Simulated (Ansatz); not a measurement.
**BN: clamped-ion strain scan**

All numbers below come from DFT PBE+D3(BJ), scalar-relativistic, plane waves, PAW in Ansatz 0.2.0. Settings: plane waves to 420 eV, k-mesh 12×12×4 (Γ-centred), Gaussian smearing 0.05 eV. No spin polarisation. Energies are free energies at this smearing, counted from the undisturbed cell; pressure is positive in compression.

Reference structure (as given, not relaxed at this level; it stands at 0.6 GPa):

```
B N
1.0
     2.50399    0.00000    0.00000
    -1.25200    2.16852    0.00000
     0.00000    0.00000    6.66120
B N
2 2
Cartesian
  0.0000 1.4457 1.6653
  1.2520 0.7228 4.9959
  0.0000 1.4457 4.9959
  1.2520 0.7228 1.6653
```

The cell is strained by ε times the Voigt pattern (1, 0, 0, 0, 0, 0) (xx, yy, zz, yz, xz, xy; engineering shear) with fractional coordinates fixed.

```csv
ε,ΔE (meV/atom)
-0.0200,12.0
-0.0150,6.9
-0.0100,3.2
-0.0050,1.0
0.0000,0.0
0.0050,0.3
0.0100,1.9
0.0150,4.7
0.0175,6.5
0.0200,8.7
```

**Question.** Predict the gap on the mesh (eV) at each point.

**Answer.**
```csv
ε,gap on the mesh (eV)
-0.0200,4.24
-0.0150,4.26
-0.0100,4.27
-0.0050,4.28
0.0000,4.29
0.0050,4.27
0.0100,4.23
0.0150,4.20
0.0175,4.19
0.0200,4.17
```

Cost: 10 runs of about 0.75 core-minutes in all, on Intel Xeon Processor @ 2.70GHz (shared hosts).